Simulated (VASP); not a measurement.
Input of a VASP 6.6.1 run:

File INCAR:

```
SYSTEM = Pb
PREC = Accurate ; ENCUT = 600
EDIFF = 1E-7 ; ISMEAR = 1
SIGMA = 0.1 ; LREAL = .False.
LASPH = .True. ; NELM = 80
ALGO = Fast ; ISIF = 2
LWAVE = .False. ; LCHARG = .False.
GGA = PE ; IVDW = 12
IBRION = 2 ; NSW = 40
EDIFFG = -0.01
```

Contents of KPOINTS:

```
Automatic mesh
0
Gamma
  14 14 14
  0 0 0
```

The input POSCAR:

```
Pb                                      
1.0
    0.0000000000      2.5115697422      2.5115697422
    2.5115697422      0.0000000000      2.5115697422
    2.5115697422      2.5115697422      0.0000000000
  Pb            
     1
Direct
     1.0000000000000000    0.0000000000000000    1.0000000000000000
```

Potentials or basis: VASP PAW PBE potentials, release 64 (Pb_d).

Run with:

```bash
$ cat potpaw_PBE.64/Pb_d/POTCAR > POTCAR
$ mpirun -np 1 vasp_std > vasp.out
```

What does it give for the band gap on the k mesh?

None (metal or under the smearing width).

Predict the dispersion energy per atom.

-0.392 eV.

Final structure:
```
CELL_PARAMETERS angstrom
0.00000 2.51157 2.51157
2.51157 0.00000 2.51157
2.51157 2.51157 0.00000
ATOMIC_POSITIONS crystal
Pb 0.00000 0.00000 0.00000
```

Caveat: the relaxation stopped at its first step, so nothing moved. Spin-orbit coupling is left out, which matters for the levels of Pb.
